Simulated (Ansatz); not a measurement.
Set up this calculation in Ansatz 0.2.0, as the native input.

| Quantity | Value |
| --- | --- |
| Task | relaxation of cell and atoms |
| Functional | RPBE |
| Dispersion | D3(BJ) |
| Potentials or basis | Ansatz PAW |
| Cutoff | 420 eV (not typed: the program's choice for these potentials) |
| k mesh | 7 × 7 × 7 |
| Occupations | fermi-dirac, width 0.05 eV |
| Spin | no spin polarisation |

CdTe:

```xyz
2
Lattice="0.0000 3.2050 3.2050 3.2050 0.0000 3.2050 3.2050 3.2050 0.0000" Properties=species:S:1:pos:R:3 pbc="T T T"
Te    4.8075    4.8075    4.8075
Cd    0.0000    0.0000    0.0000
```

These files were run (other wordings do the same):

input.yaml

```yaml
crystal:
  lattice:
    - [0.0, 3.205, 3.205]
    - [3.205, 0.0, 3.205]
    - [3.205, 3.205, 0.0]
  atoms:
    - { symbol: Te, position: [0.75, 0.75, 0.75] }
    - { symbol: Cd, position: [0.0, 0.0, 0.0] }
hamiltonian:
  xc: rpbe
  pseudopotentials: { kind: paw }
  dispersion: d3bj
kpoints:
  mp_grid: { grid: [7, 7, 7] }
scf:
  occupations: { method: fermi_dirac, width: 0.05 }
output:
  forces: true
  stress: true
  write_density: true
  write_potential: true
  elf: true
  volumetric_format: npy
relax:
  f_tol: 0.01
  max_steps: 40
  cell: { stress_tol: 0.05 }
```

Potentials or basis: Ansatz PAW.

Command:

```console
$ ansatz run input.yaml --threads 2 --pin off --max-ram 5632MiB --backend cpu --events-out ev --progress --plain --runs-dir out
```

Results of the run:

```
Relaxed volume                         : 30.96 Å³/atom
Relaxed cell                           : a = 4.441 Å, b = 4.441 Å, c = 4.441 Å, α = 60.00°, β = 60.00°, γ = 60.00°
Space group after relaxing (to 0.05 Å) : F-43m (No. 216)
Energy gained by relaxing              : 19.2 meV/atom
Ionic steps                            : 5
Pressure after relaxing                : 0.0 GPa
Band gap on the k mesh                 : 1.21 eV, direct
```

Caveat: odd divisions of the mesh miss points on the zone boundary, where band edges often lie, so the gap on the mesh can be too wide; the plane-wave basis is chosen anew once the cell has moved, so the energies of steps on either side of that aren't comparable; spin-orbit coupling is left out, which moves the levels of the heavy elements; the PAW data sets come from PBE, with cores solved anew for the run's functional, which leaves a small shift of forces and pressure.

Wall time 14 s on 2 threads of Intel(R) Xeon(R) Processor @ 2.70GHz, with other jobs on the host, peak memory 0.4 GiB.
